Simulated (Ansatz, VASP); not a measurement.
Bi in VASP and in Ansatz

INCAR

```
PREC = Accurate ; ENCUT = 520
EDIFF = 1E-6 ; ISMEAR = -1
SIGMA = 0.1 ; LREAL = False
LASPH = True ; NELM = 100
ALGO = Normal ; ISIF = 2
LWAVE = False ; LCHARG = True
LELF = True ; LVHAR = True
NBANDS = 14
```

The input KPOINTS:

```
Automatic mesh
0
Gamma
  13 13 13
```

The input POSCAR:

```
Bi
1.0
   -1.8632010633      1.8632010633      1.8632010633
    1.8632010633     -1.8632010633      1.8632010633
    1.8632010633      1.8632010633     -1.8632010633
Bi
1
Direct
    0.0000000000      0.0000000000      0.0000000000
```

Input for Ansatz:

```yaml
crystal:
  lattice:
    - [-1.8632010633, 1.8632010633, 1.8632010633]
    - [1.8632010633, -1.8632010633, 1.8632010633]
    - [1.8632010633, 1.8632010633, -1.8632010633]
  atoms:
    - { symbol: Bi, position: [0.0, 0.0, 0.0] }
hamiltonian:
  xc: lda
  pseudopotentials:
    kind: paw
    azcp:
      Bi: "pseudopotentials/Bi.paw.azcp"
basis:
  ecutwfc: 420
  fft_grid_basis: typed
kpoints:
  mp_grid: { grid: [13, 13, 13], shift: [0, 0, 0] }
magnetization:
  spin_polarized: false
scf:
  occupations: { method: fermi_dirac, width: 0.1 }
  lower_state_search: "off"
output:
  stress: true
  write_density: true
  write_potential: true
  elf: true
  volumetric_format: npy
```

Alike in both runs: task single point; functional LDA; k mesh 13 × 13 × 13; occupations fermi-dirac, width 0.1 eV; no spin polarisation.

|  | VASP | Ansatz |
| --- | --- | --- |
| version | VASP 6.6.1 | Ansatz 0.2.0 |
| potentials or method | VASP PAW LDA potentials, release 64 (Bi_d) | plane waves (420 eV) with PAW, scalar-relativistic |
| plane-wave cutoff (eV) | 520 | 420 |
| valence electrons in the cell | 15 | 15 |

VASP gave:

- pressure (GPa): 11.0

Problem. What did Ansatz give for the same quantities?

Solution. Pressure (GPa): 10.8.

Ansatz warned: «pseudo_functional_mismatch».
